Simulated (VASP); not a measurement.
# Lattice vibrations of Th2N3, part 3 of 3

How does the lattice of Th2N3 vibrate? The start is a cell from a database of measured crystal structures.

VASP 6.6.1; PBEsol; plane waves and PAW (Th, N).

So far. Step 2 (Relax the host): The run ended after 9 ionic steps, 0.067 eV below its first step, once the forces on the free atoms met EDIFFG = -0.02. Step 3 (Tight relaxation): The run ended after 5 ionic steps, 0.001 eV below its first step, once the forces on the free atoms met EDIFFG = -0.002.

### 4. Force constants in the supercell

System of this step: Th2N3. It takes space group P-3m1 (No. 164, trigonal). Conventional cell: a = 3.905 Å, b = 3.905 Å, c = 6.122 Å, α = 90.00°, β = 90.00°, γ = 120.00°. Nearest to Th lie 7 N at 2.35 to 2.72 Å. Nearest to N lie 6 Th at 2.72 Å. N has 4 Th at 2.35 to 2.40 Å nearest. Farther neighbours and most contacts between anions are not listed.

Each independent atom is moved by 0.015 Å both ways; the forces give the force constants out to half the supercell.

The input, INCAR:

```
SYSTEM = Th2N3
PREC = Accurate
ENCUT = 480
EDIFF = 1E-07
NELM = 120
ISMEAR = 1
SIGMA = 0.2
LREAL = Auto
ALGO = Fast
GGA = PS
NBANDS = 184
LASPH = .TRUE.
LWAVE = .FALSE.
LCHARG = .FALSE.
KPAR = 8
IBRION = 6
NSW = 1
NFREE = 2
POTIM = 0.015
ISIF = 0
ADDGRID = .TRUE.
```

The input, POSCAR:

```
Th2N3
1.0
    7.8109198282      0.0000000000      0.0000000000
   -3.9054599140      6.7644549982      0.0000000000
    0.0000000000      0.0000000000     12.2430907682
Th N
16 24
Direct
    0.1666666666      0.3333333334      0.1245141768
    0.1666666666      0.3333333334      0.6245141768
    0.1666666666      0.8333333333      0.1245141768
    0.1666666666      0.8333333333      0.6245141768
    0.6666666667      0.3333333334      0.1245141768
    0.6666666667      0.3333333334      0.6245141768
    0.6666666667      0.8333333333      0.1245141768
    0.6666666667      0.8333333333      0.6245141768
    0.3333333334      0.1666666666      0.3754858232
    0.3333333334      0.1666666666      0.8754858232
    0.3333333334      0.6666666666      0.3754858232
    0.3333333334      0.6666666666      0.8754858232
    0.8333333334      0.1666666666      0.3754858232
    0.8333333334      0.1666666666      0.8754858232
    0.8333333334      0.6666666666      0.3754858232
    0.8333333334      0.6666666666      0.8754858232
    0.0000000000      0.0000000000      0.0000000000
    0.0000000000      0.0000000000      0.5000000000
    0.0000000000      0.5000000000      0.0000000000
    0.0000000000      0.5000000000      0.5000000000
    0.5000000000      0.0000000000      0.0000000000
    0.5000000000      0.0000000000      0.5000000000
    0.5000000000      0.5000000000      0.0000000000
    0.5000000000      0.5000000000      0.5000000000
    0.1666666666      0.3333333334      0.3205727892
    0.1666666666      0.3333333334      0.8205727892
    0.1666666666      0.8333333333      0.3205727892
    0.1666666666      0.8333333333      0.8205727892
    0.6666666667      0.3333333334      0.3205727892
    0.6666666667      0.3333333334      0.8205727892
    0.6666666667      0.8333333333      0.3205727892
    0.6666666667      0.8333333333      0.8205727892
    0.3333333334      0.1666666666      0.1794272108
    0.3333333334      0.1666666666      0.6794272109
    0.3333333334      0.6666666666      0.1794272108
    0.3333333334      0.6666666666      0.6794272109
    0.8333333334      0.1666666666      0.1794272108
    0.8333333334      0.1666666666      0.6794272109
    0.8333333334      0.6666666666      0.1794272108
    0.8333333334      0.6666666666      0.6794272109
```

The input, KPOINTS:

```
Automatic mesh
0
Gamma
5 5 3
0 0 0
```

PAW data sets: Th and N (PBE family, release 64).

The run is started by

```sh
> mpirun -np 8 vasp_std
```

Log:

```text
[banner, memory and clock lines left out]
running    8 mpi-ranks, on    1 nodes
[...]
|                                                                             |
|           W    W    AA    RRRRR   N    N  II  N    N   GGGG   !!!           |
|           W    W   A  A   R    R  NN   N  II  NN   N  G    G  !!!           |
|           W    W  A    A  R    R  N N  N  II  N N  N  G       !!!           |
|           W WW W  AAAAAA  RRRRR   N  N N  II  N  N N  G  GGG   !            |
|           WW  WW  A    A  R   R   N   NN  II  N   NN  G    G                |
|           W    W  A    A  R    R  N    N  II  N    N   GGGG   !!!           |
|                                                                             |
|     For optimal performance we recommend to set                             |
|       NCORE = 2 up to number-of-cores-per-socket                            |
|     NCORE specifies how many cores store one orbital (NPAR=cpu/NCORE).      |
|     This setting can greatly improve the performance of VASP for DFT.       |
|     The default, NCORE=1 might be grossly inefficient on modern             |
|     multi-core architectures or massively parallel machines. Do your        |
|     Unfortunately you need to use the default for GW and RPA                |
|     calculations (for HF NCORE is supported but not extensively tested      |
|     yet).                                                                   |
|                                                                             |

 [... a notice as in an earlier step ...]

 LDA part: xc-table for (Slater+PW92), standard interpolation
 POSCAR, INCAR and KPOINTS ok, starting setup
[...]
entering main loop
       N       E                     dE             d eps       ncg     rms          rms(c)
DAV:   1     0.399908391913E+04    0.39991E+04   -0.12590E+05  4416   0.156E+03
DAV:   2     0.578568008078E+03   -0.34205E+04   -0.33414E+04  5168   0.453E+02
DAV:   3    -0.381420085316E+03   -0.95999E+03   -0.94484E+03  6368   0.194E+02
DAV:   4    -0.459897791891E+03   -0.78478E+02   -0.76837E+02  6216   0.665E+01
[...]
RMM:  19    -0.393961998193E+03   -0.12604E-02   -0.15592E-02  7803   0.196E-01    0.526E-01
RMM:  20    -0.393963448858E+03   -0.14507E-02   -0.10999E-02  8057   0.163E-01    0.573E-01
RMM:  21    -0.393962955265E+03    0.49359E-03   -0.77765E-03  7617   0.163E-01    0.554E-01
WARNING in EDDRMM: call to ZHEGV failed, returncode =   8  4     86
WARNING in EDDRMM: call to ZHEGV failed, returncode =   8  4     87
RMM:  22    -0.393963141698E+03   -0.18643E-03   -0.52542E-03  7741   0.124E-01    0.712E-01
WARNING in EDDRMM: call to ZHEGV failed, returncode =   6  3    109
WARNING in EDDRMM: call to ZHEGV failed, returncode =   8  4    111
[...]
num prob  num prob  num prob  num prob  num prob  num prob  num prob  num prob  num prob  num prob  num prob  num prob  num prob  num prob  num prob  num prob  num prob  num prob  num prob  num prob  num prob  num prob  num prob  num prob  num prob  num prob  num prob  num prob  num prob  num prob  num prob  num prob  num prob  num prob  num prob WARNING in EDDRMM: call to ZHEGV failed, returncode =   8  4    124
 num prob  num prob  num prob  num prob  num prob  num prob  num prob  num prob  num prob WARNING in EDDRMM: call to ZHEGV failed, returncode =   6  3    144
 num prob  num prob  num prob  num prob  num prob  num prob  num prob  num prob  num prob  num prob  num prob  num prob  num prob  num prob  num prob  num prob  num prob  num prob  num prob  num prob  num prob  num prob  num prob  num prob  num prob  num prob  num prob  num prob  num prob  num prob  num prob  num prob  num prob  num prob  num prob  num prob  num prob  num prob  num prob  num prob  num prob  num prob  [...]
 num prob  num prob  num prob  num prob  num prob  num prob  num prob  num prob  num prob  num prob WARNING in EDDRMM: call to ZHEGV failed, returncode =   8  4    143
 num prob  num prob  num prob  num prob  num prob  num prob  num prob  num prob  num prob  num prob  num prob  num prob  num prob  num prob  num prob  num prob  num prob  num prob  num prob  num prob  num prob  num prob  num prob  num prob  num prob  num prob  num prob  num prob  num prob  num prob  num prob  num prob  num prob  num prob  num prob  num prob  num prob  num prob  num prob  num prob  num prob  num prob  [...]
 num prob  num prob  num prob  num prob  num prob  num prob  num prob  num prob  num prob  num prob  num prob  num prob  num prob  num prob  num prob  num prob  num prob  num prob  num prob  num prob  num prob  num prob  num prob  num prob  num prob  num prob  num prob  num prob  num prob  num prob WARNING in EDDRMM: call to ZHEGV failed, returncode =   8  4    105
 num prob  num prob  num prob  num prob  num prob  num prob  num prob  num prob  num prob  num prob  num prob  num prob  num prob  num prob  num prob  num prob  num prob  num prob  num prob  num prob  num prob  num prob  num prob  num prob  num prob  num prob  num prob  num prob  num prob  num prob  num prob  num prob  num prob  num prob  num prob  num prob  num prob  num prob  num prob  num prob  num prob  num prob  [...]
 num prob  num prob  num prob  num prob  num prob  num prob  num prob  num prob  num prob  num prob  num prob  num prob  num prob  num prob  num prob  num prob  num prob  num prob  num prob  num prob  num prob  num prob  num prob  num prob  num prob  num prob  num prob  num prob  num prob  num prob  num prob  num prob  num prob  num prob  num prob  num prob  num prob  num prob  num prob  num prob  num prob  num prob  [...]
 num prob  num prob  num prob  num prob  num prob  num prob  num prob  num prob  num prob  num prob  num prob  num prob  num prob  num prob  num prob  num prob  num prob  num prob  num prob  num prob  num prob  num prob  num prob  num prob  num prob  num prob  num prob  num prob  num prob  num prob  num prob  num prob  num prob  num prob  num prob  num prob  num prob  num prob  num prob  num prob  num prob  num prob  num prob  num prob  num prob  num prob  num prob  num prob  num prob  num prob  num prob  num prob  num prob  num prob  num prob  num prob  num prob  num prob RMM:  30    -0.393962295215E+03   -0.58135E-07   -0.84735E-07 12059   0.208E-03
```

It took 3.4 h on 8 MPI ranks of AMD EPYC 7R13 (Zen 3), shared host.

The run was stopped at its time limit, so it gives no result of its own.

### 5. Summary of results

| Item | Value |
| --- | --- |
| result | none |

The session ends without its result: «force constants in the supercell» met its time limit.

[Lines on the potential files, build, host, timing and source positions are cut from VASP's logs without a mark.]

[Logs are printed without paths, hosts, clocks, repeated set-up lines and the standing remarks that a program may print on its own settings, such as how far it seeks lower states.]

[Hosts, paths, dates, database ids (printed as entryN), source tags and the programs' standing remarks are cut or masked in the printed files.]

[Runs that stopped without an error message from VASP are left out.]
